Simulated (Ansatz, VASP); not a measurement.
Al2O in VASP and in Ansatz

Contents of INCAR:

```
ALGO     = Normal         # electronic algorithm
EDIFF    = 1E-7           # SCF threshold, eV
ENCUT    = 520            # plane-wave cutoff, eV
GGA      = PE             # functional
ISIF     = 2              # what is computed and relaxed
ISMEAR   = 0              # smearing method
LASPH    = True           # aspherical terms in the spheres
LCHARG   = True           # write CHGCAR
LELF     = True           # ELF
LREAL    = False          # projectors in reciprocal space
LVHAR    = True         
LWAVE    = False          # write WAVECAR
NBANDS   = 13             # bands
NELM     = 100            # most SCF steps
PREC     = Accurate       # precision mode
SIGMA    = 0.1            # smearing width, eV
```

KPOINTS

```
k-points
0
Gamma
  6 6 6
```

Contents of POSCAR:

```
Al2O
1.0
   -1.9406156900      1.9406156900      3.3037639300
    1.9406156900     -1.9406156900      3.3037639300
    1.9406156900      1.9406156900     -3.3037639300
Al O
2 1
Direct
    0.5000000000      0.0000000000      0.5000000000
    0.0000000000      0.5000000000      0.5000000000
    0.5000000000      0.5000000000      0.0000000000
```

Input for Ansatz:

```yaml
crystal:
  lattice:
    - [-1.94061569, 1.94061569, 3.30376393]
    - [1.94061569, -1.94061569, 3.30376393]
    - [1.94061569, 1.94061569, -3.30376393]
  atoms:
    - { symbol: Al, position: [0.5, 0.0, 0.5] }
    - { symbol: Al, position: [0.0, 0.5, 0.5] }
    - { symbol: O, position: [0.5, 0.5, 0.0] }
basis:
  ecutwfc: 420
kpoints:
  mp_grid: { grid: [6, 6, 6] }
hamiltonian:
  xc: pbe
scf:
  occupations: { method: gaussian, width: 0.1 }
  lower_state_search: "off"
output:
  forces: true
  stress: true
  eigenvalues: true
```

Alike in both runs: task single point; functional PBE; k mesh 6 × 6 × 6; occupations gaussian, width 0.1 eV; no spin polarisation.

```csv
,VASP,Ansatz
version,VASP 6.6.1,Ansatz 0.2.0
potentials or method,"VASP PAW PBE potentials, release 64 (Al, O)","scalar-relativistic, plane waves, PAW"
plane-wave cutoff (eV),520,420
valence electrons in the cell,12,12
```

```tsv
	VASP	Ansatz	Ansatz less VASP
gap on the k mesh at the Fermi level (eV)	none	none	-
pressure (GPa)	-1.3	-1.3	+0.02
largest component of the traceless stress (GPa)	6.37	6.31	-0.064
```

A gap of «none» marks a metal or a gap that the smearing closes.

Caveats: the k mesh is coarse (spacing up to 0.38 Å⁻¹), so the values aren't converged.
